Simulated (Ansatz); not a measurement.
TiNi:

```
Ni Ti
1.0
     3.82195    0.00000    0.00000
     0.00000    3.82195    0.00000
     0.00000    0.00000    3.63625
Ni Ti
2 2
Direct
  0.00000 0.00000 0.00000
  0.50000 0.50000 0.00000
  0.50000 0.00000 0.51920
  0.00000 0.50000 0.48080
```

The cell comes from a database or a generator and needn't be the stable form of this composition.

Alike in all runs: program Ansatz 0.2.0; functional PBEsol; potentials or basis Ansatz PAW; cutoff 420 eV (not typed: the program's choice for these potentials); k mesh 6 × 6 × 6; occupations fermi-dirac, width 0.05 eV.

Starts and where they ended:

| start | free energy over the lowest (meV/atom) | net moment (μB) | site or absolute moments (μB) | gap |
| --- | --- | --- | --- | --- |
| collinear spin, ferromagnetic start of up to 1.5 μB; fixed moment 6 | 578.6 | 6.00 | Ni +1.03; Ti +1.31 | - |
| collinear spin, ferromagnetic start of up to 0.25 μB; fixed moment 1 | 4.5 | 1.00 | Ni +0.14; Ti +0.28 | - |
| collinear spin, program default start; fixed moment 0 | 0.0 | 0.00 | - | - |
| collinear spin, ferromagnetic start of up to 1 μB; fixed moment 4 | 195.1 | 4.00 | Ni +0.62; Ti +0.97 | - |
| collinear spin, ferromagnetic start of up to 1.25 μB; fixed moment 5 | 354.8 | 5.00 | Ni +0.82; Ti +1.14 | - |
| collinear spin, ferromagnetic start of up to 0.75 μB; fixed moment 3 | 91.0 | 3.00 | Ni +0.42; Ti +0.78 | - |
| collinear spin, ferromagnetic start of up to 2 μB; fixed moment 8 | 1302.4 | 8.00 | Ni +1.41; Ti +1.67 | - |
| collinear spin, ferromagnetic start of up to 0.5 μB; fixed moment 2 | 27.0 | 2.00 | Ni +0.28; Ti +0.54 | - |

All polarised runs hold their moment fixed, so the table maps the energy against it. A still lower state may exist.

Caveats: the total moment is fixed, so each spin has its own Fermi level.
